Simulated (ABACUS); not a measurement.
# HfB2 (P6/mmm) in ABACUS: convergence with radius

Aim: find how far radius must go before the results for HfB2 settle, at PBEsol. This setting moves, with any that are tied to it; all else stays.

Program: ABACUS 3.10.1. These are calculated values, not measurements. Logs are shortened: lines on timing, memory, paths and dates and some standing lists are left out, and cuts for length are marked.

**1. The structure**

The structure is hexagonal, space group P6/mmm (No. 191). The conventional cell has a = 3.140 Å, b = 3.140 Å, c = 3.480 Å, α = 90.00°, β = 90.00°, γ = 120.00°. Hf (site symmetry 6/mmm) has 12 B at 2.51 Å as nearest neighbours. Around B (site symmetry -6m2) lie 3 B at 1.81 Å.

**2. With radius 4.5 bohr**

Contents of INPUT:

```
INPUT_PARAMETERS
suffix              HfB2
calculation         scf
basis_type          lcao
pseudo_dir          ./
orbital_dir         ./
symmetry            1
dft_functional      pbesol
ecutwfc             132
pseudo_rcut         7
nspin               1
nbands              20
ks_solver           scalapack_gvx
smearing_method     mp
smearing_sigma      0.00734986
scf_thr             1e-07
scf_nmax            100
mixing_type         broyden
mixing_beta         0.7
cal_force           1
cal_stress          1
out_mul             1
```

Contents of STRU:

```
ATOMIC_SPECIES
Hf 178.4900 Hf.upf
B 10.8100 B.upf

NUMERICAL_ORBITAL
Hf_confined-atom_4.5au_4s3p3d2f.orb
B_confined-atom_4.5au_3s3p2d1f.orb

LATTICE_CONSTANT
1.8897261246

LATTICE_VECTORS
3.1400000000 0.0000000000 0.0000000000
-1.5700000000 2.7193197679 0.0000000000
0.0000000000 0.0000000000 3.4800000000

ATOMIC_POSITIONS
Direct

Hf
0.0
1
0.0000000000 0.0000000000 0.0000000000 1 1 1

B
0.0
2
0.6666666667 0.3333333333 0.5000000000 1 1 1
0.3333333333 0.6666666667 0.5000000000 1 1 1
```

Contents of KPT:

```
K_POINTS
0
Gamma
9 9 7 0 0 0
```

Potentials or basis: PseudoDojo NC SR 0.5 PBE stringent, TZDP LCAO (the cutoffs set its grid).

Command:

```
$ OMP_NUM_THREADS=1 mpirun -np 4 abacus > log
```

Run time: 9.2 s. Hardware: 4 MPI ranks of Intel Xeon 6975P-C (Granite Rapids), shared host; peak memory 0.48 GiB.

Results:

| Item | Value |
| --- | --- |
| Free energy | -7881.1822 eV |
| Pressure | -9.9 GPa |
| Band gap on the k mesh | none (metal or under the smearing width) |
| Mulliken charges | Hf +1.01; B -0.50 e |

**3. With radius 5 bohr**

INPUT is that of step 2.

STRU: that of step 2 with these lines changed.

```diff
@@ -5,4 +5,4 @@
 NUMERICAL_ORBITAL
-Hf_confined-atom_4.5au_4s3p3d2f.orb
-B_confined-atom_4.5au_3s3p2d1f.orb
+Hf_confined-atom_5au_4s3p3d2f.orb
+B_confined-atom_5au_3s3p2d1f.orb
```

KPT is that of step 2.

Potentials or basis: PseudoDojo NC SR 0.5 PBE stringent, TZDP LCAO (the cutoffs set its grid).

Command:

```
$ OMP_NUM_THREADS=1 mpirun -np 4 abacus > log
```

It took 8.8 s on 4 MPI ranks of Intel Xeon 6975P-C (Granite Rapids), shared host; peak memory 0.52 GiB.

What came out:

```yaml
Free_energy: -7883.5837 eV
Pressure: -3.9 GPa
Band_gap_on_the_k_mesh: none (metal or under the smearing width)
Mulliken_charges: Hf +0.89; B -0.45 e
```

**4. With radius 6 bohr**

INPUT is that of step 3.

STRU: that of step 3 with these lines changed.

```diff
@@ -5,4 +5,4 @@
 NUMERICAL_ORBITAL
-Hf_confined-atom_5au_4s3p3d2f.orb
-B_confined-atom_5au_3s3p2d1f.orb
+Hf_confined-atom_6au_4s3p3d2f.orb
+B_confined-atom_6au_3s3p2d1f.orb
```

KPT is that of step 3.

Command:

```
$ OMP_NUM_THREADS=1 mpirun -np 4 abacus > log
```

It took 15 s on 4 MPI ranks of Intel Xeon 6975P-C (Granite Rapids), shared host; peak memory 0.6 GiB.

What came out:

| Item | Value |
| --- | --- |
| Free energy | -7882.8788 eV |
| Pressure | -4.1 GPa |
| Band gap on the k mesh | none (metal or under the smearing width) |
| Mulliken charges | Hf +0.80; B -0.40 e |

**5. With radius 7 bohr**

INPUT is that of step 4.

STRU: that of step 4 with these lines changed.

```diff
@@ -5,4 +5,4 @@
 NUMERICAL_ORBITAL
-Hf_confined-atom_6au_4s3p3d2f.orb
-B_confined-atom_6au_3s3p2d1f.orb
+Hf_confined-atom_7au_4s3p3d2f.orb
+B_confined-atom_7au_3s3p2d1f.orb
```

KPT is that of step 4.

Command:

```
$ OMP_NUM_THREADS=1 mpirun -np 4 abacus > log
```

Run time: 23 s. Hardware: 4 MPI ranks of Intel Xeon 6975P-C (Granite Rapids), shared host; peak memory 0.72 GiB.

Results (log left out):

- Free energy: -7882.2602 eV
- Pressure: -4.2 GPa
- Band gap on the k mesh: none (metal or under the smearing width)
- Mulliken charges: Hf +0.58; B -0.29 e

**6. With radius 8 bohr**

INPUT is that of step 5.

STRU: that of step 5 with these lines changed.

```diff
@@ -5,4 +5,4 @@
 NUMERICAL_ORBITAL
-Hf_confined-atom_7au_4s3p3d2f.orb
-B_confined-atom_7au_3s3p2d1f.orb
+Hf_confined-atom_8au_4s3p3d2f.orb
+B_confined-atom_8au_3s3p2d1f.orb
```

KPT is that of step 5.

Potentials or basis: PseudoDojo NC SR 0.5 PBE stringent, TZDP LCAO (the cutoffs set its grid).

Command:

```
$ OMP_NUM_THREADS=1 mpirun -np 4 abacus > log
```

It took 41 s on 4 MPI ranks of Intel Xeon 6975P-C (Granite Rapids), shared host; peak memory 0.88 GiB.

The run converged. Its results:

* Free energy: -7881.6624 eV
* Pressure: -4.1 GPa
* Band gap on the k mesh: none (metal or under the smearing width)
* Mulliken charges: Hf +0.13; B -0.07 e

**7. With radius 9 bohr**

INPUT is that of step 6.

STRU: that of step 6 with these lines changed.

```diff
@@ -5,4 +5,4 @@
 NUMERICAL_ORBITAL
-Hf_confined-atom_8au_4s3p3d2f.orb
-B_confined-atom_8au_3s3p2d1f.orb
+Hf_confined-atom_9au_4s3p3d2f.orb
+B_confined-atom_9au_3s3p2d1f.orb
```

KPT is that of step 6.

Command:

```
$ OMP_NUM_THREADS=1 mpirun -np 4 abacus > log
```

Wall time 70 s (4 MPI ranks of Intel Xeon 6975P-C (Granite Rapids), shared host); peak memory 1 GiB.

The run converged. Its results:

| Quantity | Value |
| --- | --- |
| Free energy | -7883.9194 eV |
| Pressure | -4.2 GPa |
| Band gap on the k mesh | none (metal or under the smearing width) |
| Mulliken charges | Hf -1.59; B +0.80 e |

**8. With radius 10 bohr**

INPUT is that of step 7.

STRU: that of step 7 with these lines changed.

```diff
@@ -5,4 +5,4 @@
 NUMERICAL_ORBITAL
-Hf_confined-atom_9au_4s3p3d2f.orb
-B_confined-atom_9au_3s3p2d1f.orb
+Hf_confined-atom_10au_4s3p3d2f.orb
+B_confined-atom_10au_3s3p2d1f.orb
```

KPT is that of step 7.

Potentials or basis: PseudoDojo NC SR 0.5 PBE stringent, TZDP LCAO (the cutoffs set its grid).

Command:

```
$ OMP_NUM_THREADS=1 mpirun -np 4 abacus > log
```

running log:

```text
ABACUS v3.10.1

               Atomic-orbital Based Ab-initio Computation at UStc

 ------------------------------------------------------------------------------------

 READING GENERAL INFORMATION
                           global_out_dir = OUT.HfB2/
                           global_in_card = INPUT
                               pseudo_dir = ./
                              orbital_dir = ./
                                    DSIZE = 4
                                    GSIZE = 1

 READING UNITCELL INFORMATION
                                    ntype = 2
                  lattice constant (Bohr) = 1.88973
              lattice constant (Angstrom) = 1

 READING ATOM TYPE 1
                               atom label = Hf
                      L=0, number of zeta = 4
                      L=1, number of zeta = 3
                      L=2, number of zeta = 3
                      L=3, number of zeta = 2
             number of atom for this type = 1

 READING ATOM TYPE 2
                               atom label = B
                      L=0, number of zeta = 3
                      L=1, number of zeta = 3
                      L=2, number of zeta = 2
                      L=3, number of zeta = 1
             number of atom for this type = 2

                        TOTAL ATOM NUMBER = 3
DIRECT COORDINATES
    atom                   x                   y                   z     mag                  vx                  vy                  vz
taud_Hf1            0.0000000000        0.0000000000        0.0000000000  0.0000        0.0000000000        0.0000000000        0.0000000000
taud_B1            0.6666666667        0.3333333333        0.5000000000  0.0000        0.0000000000        0.0000000000        0.0000000000
[... 352 lines left out ...]
 Density error is 9.06608214529e-09
----------------------------------------------------------
     Energy           Rydberg                 eV
----------------------------------------------------------
 E_KohnSham     -579.4309484929      -7883.5624970475
 E_KS(sigma->0) -579.4309538292      -7883.5625696520
 E_Harris       -579.4309485966      -7883.5624984583
 E_band         8.0357220109         109.3316068925
 E_one_elec     -313.3097756194      -4262.7981875254
 E_Hartree      196.7213969702       2676.5319173152
 E_xc           -86.0148474797       -1170.2920383248
 E_Ewald        -376.8277383730      -5127.0044063260
 E_entropy(-TS) 0.0000160090         0.0002178134
 E_descf        0.0000000000         0.0000000000
 E_exx          0.0000000000         0.0000000000
 E_Fermi        1.4634340931         19.9110423143
----------------------------------------------------------

 charge density convergence is achieved
 final etot is -7883.562497 eV
 EFERMI = 19.911042314 eV

 STATE ENERGY(eV) AND OCCUPATIONS    NSPIN == 1
 1/48 kpoint (Cartesian) = 0.0000 0.0000 0.0000 (1292 pws)
       1       -42.0788     0.00352734
       2       -10.9131     0.00352734
       3       -10.4183     0.00352734
       4       -10.4183     0.00352734
       5        6.09563     0.00352734
       6        8.26234     0.00352734
[... 122 lines left out ...]
      19        23.2362   -2.74733e-88
      20        24.8399   -4.07235e-88

[... levels at 42 further k points ...]

 correction force for each atom along direction 1 is -5.76437e-14
 correction force for each atom along direction 2 is -1.25612e-13
 correction force for each atom along direction 3 is 5.08797e-13
------------------------------------------------------------------------------------------
 TOTAL-FORCE (eV/Angstrom)
------------------------------------------------------------------------------------------
                       Hf1         0.0000000000         0.0000000000         0.0000000000
                        B1         0.0000000000         0.0000000000         0.0000000000
                        B2         0.0000000000         0.0000000000         0.0000000000
------------------------------------------------------------------------------------------

----------------------------------------------------------------
 TOTAL-STRESS (KBAR)
----------------------------------------------------------------
       -30.9230861631         0.0000000000        -0.0000000000
         0.0000000000       -30.9230861627        -0.0000000000
         0.0000000000         0.0000000000       -57.7274002062
----------------------------------------------------------------
 TOTAL-PRESSURE: -39.857858 KBAR

 --------------------------------------------
 !FINAL_ETOT_IS -7883.5624970475264490 eV
 --------------------------------------------
```

mulliken.txt:

```text
 0
CALCULATE THE MULLIkEN ANALYSIS FOR EACH ATOM
 Total charge:	32
Decomposed Mulliken populations
0                             Zeta of Hf              Spin 1
s                                      0              1.9926
s                                      1              0.3258
s                                      2             -0.0255
s                                      3              0.0429
SUM OVER M+Zeta                                       2.3358
[... 151 lines left out ...]
SUM OVER M+Zeta+L                                     1.7506

Total Charge on atom:                  B              1.7506
```

Run time: 2 min. Hardware: 4 MPI ranks of Intel Xeon 6975P-C (Granite Rapids), shared host; peak memory 1.2 GiB.

Results:

| Property | Result |
| --- | --- |
| Free energy | -7883.5625 eV |
| Pressure | -4.0 GPa |
| Band gap on the k mesh | none (metal or under the smearing width) |
| Mulliken charges | Hf -2.50; B +1.25 e |

**9. The series at a glance**

| radius | energy less the tightest run, at zero smearing (meV/atom) | pressure (GPa) | SCF cycles | CPU time (s) |
| --- | --- | --- | --- | --- |
| 4.5 bohr | 793.44 | -9.88 | 9 | 36 |
| 5 bohr | -7.07 | -3.95 | 8 | 35 |
| 6 bohr | 227.89 | -4.13 | 9 | 58 |
| 7 bohr | 434.09 | -4.20 | 9 | 90 |
| 8 bohr | 633.37 | -4.07 | 9 | 160 |
| 9 bohr | -118.95 | -4.16 | 9 | 280 |
| 10 bohr | 0.00 | -3.99 | 9 | 490 |

Not settled before the last step: the energy (to 1 meV/atom), the pressure (to 0.1 GPa). The tightest run that finished is the yardstick and may itself not be fully converged.

Caveats: the atomic orbitals were generated for these runs and aren't a published set; the potentials were made for another functional, which shifts forces and pressure; the basis of atomic orbitals isn't converged, which shifts pressures, moduli and gaps.
